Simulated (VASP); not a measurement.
ZrC, 2 atoms in the cell. It takes space group Fm-3m (No. 225, cubic). The conventional cell has a = 4.700 Å, b = 4.700 Å, c = 4.700 Å, α = 90.00°, β = 90.00°, γ = 90.00°. Zr (site symmetry m-3m) has 6 C at 2.35 Å as nearest neighbours. C (site symmetry m-3m) is surrounded by 6 Zr at 2.35 Å. 

| Property | Result |
| --- | --- |
| Program | VASP 6.6.1 |
| Task | single point |
| Functional | r2SCAN |
| Potentials or basis | VASP PAW PBE potentials, release 64 (Zr_sv, C) |
| Cutoff | 520 eV |
| k mesh | 15 × 15 × 15 |
| Occupations | fermi-dirac, width 0.05 eV |
| Spin | no spin polarisation |
| Dipole correction | no |
| Further INCAR settings | ALGO = Normal; EDIFF = 1e-07; NBANDS = 15 |

Potentials or basis: VASP PAW PBE potentials, release 64 (Zr_sv, C).

Command:

```bash
$ cat potpaw_PBE.64/Zr_sv/POTCAR potpaw_PBE.64/C/POTCAR > POTCAR
$ cp INCAR.step1 INCAR
$ mpirun -np 1 vasp_std > vasp.out
$ cp INCAR.step2 INCAR
$ mpirun -np 1 vasp_std > vasp.out
```

Hardware: 1 thread of Intel(R) Xeon(R) Platinum 8488C (Sapphire Rapids), with other jobs on the host.

Estimate the wall time of this run.

It took 2.9 min on 1 thread of Intel(R) Xeon(R) Platinum 8488C (Sapphire Rapids), with other jobs on the host, peak memory 0.19 GiB. Counts: scf iterations 13, k points 120.
